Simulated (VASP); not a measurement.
A run of VASP 6.6.1 is set up as follows.

The input INCAR:

```
PREC = Accurate
ENCUT = 600
EDIFF = 1E-6
ISMEAR = -1
SIGMA = 0.05
LREAL = F
LASPH = T
NELM = 80
ALGO = Normal
ISIF = 3
LWAVE = F
LCHARG = F
GGA = B5
ALDAX = 1.0
AGGAX = 1.0
AGGAC = 1.0
ALDAC = 0.0
IVDW = 12
VDW_S6 = 1.0
VDW_S8 = 2.6996
VDW_A1 = 0.4298
VDW_A2 = 4.2359
IBRION = 2
NSW = 40
EDIFFG = -0.01
```

File KPOINTS:

```
Automatic mesh
0
Gamma
  8 8 8
```

File POSCAR:

```
BeTe
1.0
    0.0000000000      2.7700000000      2.7700000000
    2.7700000000      0.0000000000      2.7700000000
    2.7700000000      2.7700000000      0.0000000000
Te Be
1 1
Direct
    0.7500000000      0.7500000000      0.7500000000
    0.0000000000      0.0000000000      0.0000000000
```

Potentials or basis: VASP PAW PBE potentials, release 64 (Te, Be).

Launch:

```bash
$ cat potpaw_PBE.64/Te/POTCAR potpaw_PBE.64/Be/POTCAR > POTCAR
$ mpirun -np 1 vasp_std > vasp.out
```

Q: Predict the relaxed cell.

A: a = 3.936 Å, b = 3.936 Å, c = 3.936 Å, α = 60.00°, β = 60.00°, γ = 60.00°.

Q: What does it give for the relaxed volume?

A: 21.56 Å³/atom.

Q: Predict the dispersion energy per atom.

A: -0.791 eV.

Q: What does it give for the band gap on the k mesh?

A: 2.16 eV, indirect (least direct gap 3.69 eV).

The path:
```csv
step,energy change (eV),largest force (eV/Å),pressure (GPa),volume (Å³)
1,0.0000,0.0000,0.94,42.51
2,-0.0017,0.0000,-0.22,43.28
3,-0.0018,0.0000,0.00,43.13
```

Caveat: the PAW data sets were made with another functional, which shifts forces and pressure a little; spin-orbit coupling is left out, which moves the levels of the heavy elements. BLYP gaps usually lie below the measured ones, often by a third to a half.
